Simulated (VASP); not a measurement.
**AlCo: relaxation of cell and atoms with PBE**

Crystal: AlCo.

```
Al Co
1.0
     2.81940    0.00000    0.00000
     0.00000    2.81940    0.00000
     0.00000    0.00000    2.81940
Al Co
1 1
Cartesian
  0.0000 0.0000 0.0000
  1.4097 1.4097 1.4097
```

The cell is a database's computed one.

```json
{
  "Program": "VASP 6.6.1",
  "Task": "relaxation of cell and atoms",
  "Functional": "PBE",
  "Potentials or basis": "VASP PAW PBE potentials, release 64 (Al, Co)",
  "Cutoff": "600 eV",
  "k mesh": "14 × 14 × 14",
  "Occupations": "methfessel-paxton, width 0.1 eV",
  "Spin": "no spin polarisation",
  "Further INCAR settings": "ALGO = Normal; EDIFF = 1e-06; IBRION = 2; EDIFFG = -0.01; NSW = 90; ISIF = 3"
}
```

| Property | Result |
| --- | --- |
| Relaxed volume | 11.59 Å³/atom |
| Relaxed cell | a = 2.851 Å, b = 2.851 Å, c = 2.851 Å, α = 90.00°, β = 90.00°, γ = 90.00° |
| Space group after relaxing (to 0.05 Å) | Pm-3m (No. 221) |
| Energy gained by relaxing | 7.5 meV/atom |
| Ionic steps | 3 |
| Pressure after relaxing | 0.1 GPa |
| Band gap on the k mesh | none (metal or under the smearing width) |

Step by step:
| step | energy change (eV) | largest force (eV/Å) | pressure (GPa) | volume (Å³) |
| --- | --- | --- | --- | --- |
| 1 | 0.0000 | 0.0000 | 6.54 | 22.41 |
| 2 | -0.0020 | 0.0000 | -5.30 | 23.93 |
| 3 | -0.0150 | 0.0000 | 0.05 | 23.18 |

Final structure:
```xyz
2
Lattice="2.8511 0.0000 0.0000 0.0000 2.8511 0.0000 0.0000 0.0000 2.8511" Properties=species:S:1:pos:R:3 pbc="T T T"
Al    0.0000    0.0000    0.0000
Co    1.4255    1.4255    1.4255
```

Levels at points of the mesh, in eV from the Fermi level:
| k point | band 4 | band 5 | band 6 | band 7 | band 8 | band 9 |
| --- | --- | --- | --- | --- | --- | --- |
| (0.00, 0.00, 0.00) | -0.88 | -0.88 | -0.88 | 5.92 | 5.92 | 5.92 |
| (0.50, 0.00, 0.00) | -1.75 | -1.75 | -0.77 | 0.14 | 8.36 | 10.57 |
| (0.50, 0.50, 0.00) | -2.71 | -1.54 | -1.54 | -0.28 | 2.38 | 3.41 |
| (0.50, 0.50, 0.50) | -0.24 | -0.24 | 2.35 | 2.35 | 2.35 | 4.06 |

Run time: 17 s on 1 thread of Intel(R) Xeon(R) 6975P-C (Granite Rapids), with other jobs on the host, peak memory 0.17 GiB.

Spin polarisation is off, so any magnetic state and its effect on volume and gap are missing.
